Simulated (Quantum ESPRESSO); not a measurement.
# InP (F-43m) in Quantum ESPRESSO: a series of runs, part 2 of 2

Quantum ESPRESSO 7.5. The steps go on from the part before.

### Step 3. Phonons, PBE

The input, pw.in:

```
&CONTROL
  calculation = 'scf'
  prefix = 'pwscf'
  outdir = './tmp'
  pseudo_dir = './pseudo'
  tprnfor = .true.
  tstress = .true.
  disk_io = 'low'
/
&SYSTEM
  ibrav = 0
  nat = 2
  ntyp = 2
  ecutwfc = 56
  ecutrho = 448
  nbnd = 15
  occupations = 'smearing'
  smearing = 'fd'
  degauss = 0.00367493
/
&ELECTRONS
  conv_thr = 4d-10
  electron_maxstep = 120
  mixing_beta = 0.5
/
ATOMIC_SPECIES
In   114.8180 in_pbe_v1.4.uspp.F.UPF
P     30.9738 p_pbe_v1.5.uspp.F.UPF
CELL_PARAMETERS bohr
   0.0000000000    5.5378424082    5.5378424082
   5.5378424082    0.0000000000    5.5378424082
   5.5378424082    5.5378424082    0.0000000000
ATOMIC_POSITIONS bohr
In     0.0000000000    0.0000000000    0.0000000000
P      8.3067636123    8.3067636123    8.3067636123
K_POINTS automatic
4 4 4 1 1 1
```

The input, gamma.in:

```
&CONTROL
  calculation = 'bands'
  prefix = 'pwscf'
  outdir = './tmp'
  pseudo_dir = './pseudo'
  disk_io = 'low'
  verbosity = 'high'
/
&SYSTEM
  ibrav = 0
  nat = 2
  ntyp = 2
  ecutwfc = 56
  ecutrho = 448
  nbnd = 15
  occupations = 'smearing'
  smearing = 'fd'
  degauss = 0.00367493
/
&ELECTRONS
  conv_thr = 1d-08
  electron_maxstep = 120
  mixing_beta = 0.5
  diago_full_acc = .true.
  startingwfc = 'random'
/
ATOMIC_SPECIES
In   114.8180 in_pbe_v1.4.uspp.F.UPF
P     30.9738 p_pbe_v1.5.uspp.F.UPF
CELL_PARAMETERS bohr
   0.0000000000    5.5378424082    5.5378424082
   5.5378424082    0.0000000000    5.5378424082
   5.5378424082    5.5378424082    0.0000000000
ATOMIC_POSITIONS bohr
In     0.0000000000    0.0000000000    0.0000000000
P      8.3067636123    8.3067636123    8.3067636123
K_POINTS crystal
1
0.0 0.0 0.0 1
```

The input, scf2.in:

```
&CONTROL
  calculation = 'scf'
  prefix = 'pwscf'
  outdir = './tmp'
  pseudo_dir = './pseudo'
  tprnfor = .true.
  tstress = .true.
  disk_io = 'low'
/
&SYSTEM
  ibrav = 0
  nat = 2
  ntyp = 2
  ecutwfc = 56
  ecutrho = 448
  nbnd = 15
  occupations = 'fixed'
/
&ELECTRONS
  conv_thr = 1d-13
  electron_maxstep = 120
  mixing_beta = 0.5
  startingpot = 'file'
/
ATOMIC_SPECIES
In   114.8180 in_pbe_v1.4.uspp.F.UPF
P     30.9738 p_pbe_v1.5.uspp.F.UPF
CELL_PARAMETERS bohr
   0.0000000000    5.5378424082    5.5378424082
   5.5378424082    0.0000000000    5.5378424082
   5.5378424082    5.5378424082    0.0000000000
ATOMIC_POSITIONS bohr
In     0.0000000000    0.0000000000    0.0000000000
P      8.3067636123    8.3067636123    8.3067636123
K_POINTS automatic
4 4 4 1 1 1
```

The input, ph.in:

```
phonons of InP
&INPUTPH
  prefix = 'pwscf'
  outdir = './tmp'
  tr2_ph = 1d-18
  fildyn = 'dyn'
  niter_ph = 90
  alpha_mix(1) = 0.7
  epsil = True
/
0.0000000000 0.0000000000 0.0000000000
```

The input, dynmat.in:

```
&INPUT
  fildyn = 'dyn'
  asr = 'crystal'
  lperm = .true.
  filout = 'dynmat.disp'
  fileig = 'dynmat.eig'
/
```

The input, dynmat_lo.in:

```
&INPUT
  fildyn = 'dyn'
  asr = 'crystal'
  filout = 'dynmat_lo.disp'
  fileig = 'dynmat_lo.eig'
  q(1) = 0
  q(2) = 0
  q(3) = 1
/
```

Potentials or basis: GBRV 1.5 PBE.

On the command line:

```
$ OMP_NUM_THREADS=1 pw.x -in pw.in > pw.out
$ OMP_NUM_THREADS=1 pw.x -in gamma.in > gamma.out
$ OMP_NUM_THREADS=1 pw.x -in scf2.in > scf2.out
$ OMP_NUM_THREADS=1 ph.x -in ph.in > ph.out
$ OMP_NUM_THREADS=1 dynmat.x -in dynmat.in > dynmat.out
$ OMP_NUM_THREADS=1 dynmat.x -in dynmat_lo.in > dynmat_lo.out
```

pw.out:

```text
This program is part of the open-source Quantum ESPRESSO suite
     for quantum simulation of materials; please cite
[... 9 lines left out ...]
     --------------------
     sticks:   dense  smooth     PW     G-vecs:    dense   smooth      PW
     Sum        1891     955    283                54313    19339    3143

     Using Slab Decomposition

     bravais-lattice index     =            0
     lattice parameter (alat)  =       7.8317  a.u.
     unit-cell volume          =     339.6658 (a.u.)^3
     number of atoms/cell      =            2
     number of atomic types    =            2
     number of electrons       =        18.00
     number of Kohn-Sham states=           15
     kinetic-energy cutoff     =      56.0000  Ry
     charge density cutoff     =     448.0000  Ry
     scf convergence threshold =      4.0E-10
     mixing beta               =       0.5000
     number of iterations used =            8  plain     mixing
     Exchange-correlation=  SLA  PW   PBX  PBC
                           (   1   4   3   4   0   0   0)

     celldm(1)=   7.831692  celldm(2)=   0.000000  celldm(3)=   0.000000
     celldm(4)=   0.000000  celldm(5)=   0.000000  celldm(6)=   0.000000

[... 8 lines left out ...]
               b(3) = (  0.707107  0.707107 -0.707107 )

     PseudoPot. # 1 for In read from file:
     in_pbe_v1.4.uspp.F.UPF
     Pseudo is Ultrasoft + core correction, Zval = 13.0
     Generated by new atomic code, or converted to UPF format
     Using radial grid of  889 points,  6 beta functions with:
                l(1) =   0
                l(2) =   0
                l(3) =   1
[... 120 lines left out ...]
     Davidson diagonalization with overlap
     ethr =  2.47E-12,  avg # of iterations =  5.2

     End of self-consistent calculation

          k = 0.0884 0.0884 0.0884 (  2400 PWs)   bands (ev):

    -7.2205  -7.1940  -7.1940  -7.0502  -7.0502  -4.3612   5.4481   6.8028
     6.8028   8.6260  11.2200  11.3449  11.3449  15.7907  15.7907

          k = 0.2652 0.2652-0.0884 (  2409 PWs)   bands (ev):

    -7.2881  -7.1684  -7.1653  -7.0531  -7.0415  -3.5072   2.9269   5.2745
     6.3806   9.4861  11.7587  11.9159  12.4968  14.9806  16.6618

          k =-0.2652-0.2652 0.4419 (  2410 PWs)   bands (ev):
[... 16 lines left out ...]
    -7.3525  -7.1385  -7.1115  -7.0723  -7.0323  -2.2271   1.4560   3.8692
     4.7280  10.1680  11.3811  12.8297  14.4675  15.8277  18.0764

          k = 0.0884-0.2652 0.4419 (  2404 PWs)   bands (ev):

    -7.3258  -7.1534  -7.1379  -7.0616  -7.0348  -2.8342   1.9931   4.4390
     5.5354  10.1864  11.1908  12.2678  13.6861  15.6086  17.8143

          k =-0.6187 0.0884 0.0884 (  2401 PWs)   bands (ev):

    -7.3731  -7.1123  -7.1048  -7.0907  -7.0202  -2.2932   1.4656   4.3202
     4.8187   9.0870   9.9334  14.8119  15.3244  16.5678  17.7969

          k = 0.2652 0.2652 0.2652 (  2421 PWs)   bands (ev):
[... 6 lines left out ...]
    -7.3360  -7.1474  -7.1319  -7.0566  -7.0403  -2.4568   1.5342   3.9038
     5.5030   9.7399  11.8812  13.2149  13.8084  15.6132  16.1990

     the Fermi energy is     7.6957 ev

!    total energy              =    -149.03070050 Ry
     estimated scf accuracy    <          6.1E-11 Ry
     smearing contrib. (-TS)   =      -0.00000000 Ry
     internal energy E=F+TS    =    -149.03070050 Ry

     The total energy is F=E-TS. E is the sum of the following terms:
     one-electron contribution =     -55.66528753 Ry
     hartree contribution      =      40.10992206 Ry
     xc contribution           =     -43.75493083 Ry
     ewald contribution        =     -89.72040420 Ry

     convergence has been achieved in  10 iterations

     Forces acting on atoms (cartesian axes, Ry/au):

     atom    1 type  1   force =     0.00000000    0.00000000   -0.00000000
     atom    2 type  2   force =    -0.00000000    0.00000000    0.00000000

     Total force =     0.000000     Total SCF correction =     0.000000

     Computing stress (Cartesian axis) and pressure

          total   stress  (Ry/bohr**3)                   (kbar)     P=       31.42
   0.00021362   0.00000000  -0.00000000           31.42        0.00       -0.00
  -0.00000000   0.00021362   0.00000000           -0.00       31.42        0.00
  -0.00000000  -0.00000000   0.00021362           -0.00       -0.00       31.42

=------------------------------------------------------------------------------=
   JOB DONE.
=------------------------------------------------------------------------------=
```

Run time: 4.6 min. Hardware: 1 thread of Intel Xeon Platinum 8259CL at 2.50GHz (Skylake/Cascade Lake), shared host; peak memory 0.23 GiB.

What came out:

| Property | Result |
| --- | --- |
| Free energy | -2027.6660 eV |
| Pressure after relaxing | 3.1 GPa |
| Electronic dielectric tensor (diagonal) | 11.47 |
| Born charges (mean of the diagonal) | In +2.55; P -2.62 e |
| Highest phonon frequency at Γ, LO-TO splitting left out | 302 cm⁻¹ |
| Static dielectric tensor (diagonal) | 14.40 |

Levels at points of the mesh, in eV from the valence-band top:
| k point | band 6 | band 7 | band 8 | band 9 | band 10 | band 11 | band 12 | band 13 |
| --- | --- | --- | --- | --- | --- | --- | --- | --- |
| (0.12, 0.12, 0.12) | -11.16 | -1.35 | 0.00 | 0.00 | 1.82 | 4.42 | 4.54 | 4.54 |

Phonon frequencies in cm⁻¹ (negative: imaginary):
```
              q point        frequencies
(0.000, 0.000, 0.000)  0 0 0 302 302 302
```

Electronic dielectric tensor:
```
11.47  0.00  0.00
 0.00 11.47  0.00
 0.00  0.00 11.47
```

Born effective charge tensors (e):
atom 1, In
```
2.55 0.00 0.00
0.00 2.55 0.00
0.00 0.00 2.55
```
atom 2, P
```
-2.62  0.00  0.00
 0.00 -2.62  0.00
 0.00  0.00 -2.62
```

Optical modes at Γ, degenerate ones joined, polar ones without the macroscopic field:
```tsv
cm⁻¹	components	symmetry	active in	IR intensity, summed ((D/Å)²/amu)
302	3	T2	IR and Raman	18.95
```

Zone-centre frequencies without and with the macroscopic field along z (cm⁻¹):
|  | optical modes in rising order |
| --- | --- |
| without | 302 302 302 |
| with the field | 302 302 339 |

Static dielectric tensor, electrons and zone-centre modes:
```
14.40  0.00  0.00
 0.00 14.40  0.00
 0.00  0.00 14.40
```

Caveat: the mesh is thin for the dielectric tensor, Born charges and intensities, which usually come out too large; the cell is more than 3 GPa from zero pressure, which shifts response properties; the Born charges break their sum rule by 0.08 e, a sign of too thin a mesh.

### Step 4. Comparison with measurements

Step 2. Measured high-frequency dielectric constant of InP: 9.61 (300 K; a printed reference work, textbook). This calculation gives 11.41 (+18.7 %).

Step 3. Against the measured high-frequency dielectric constant of InP, 9.61 (300 K; a printed reference work, textbook), the calculated 11.47 is off by +19.4 %.
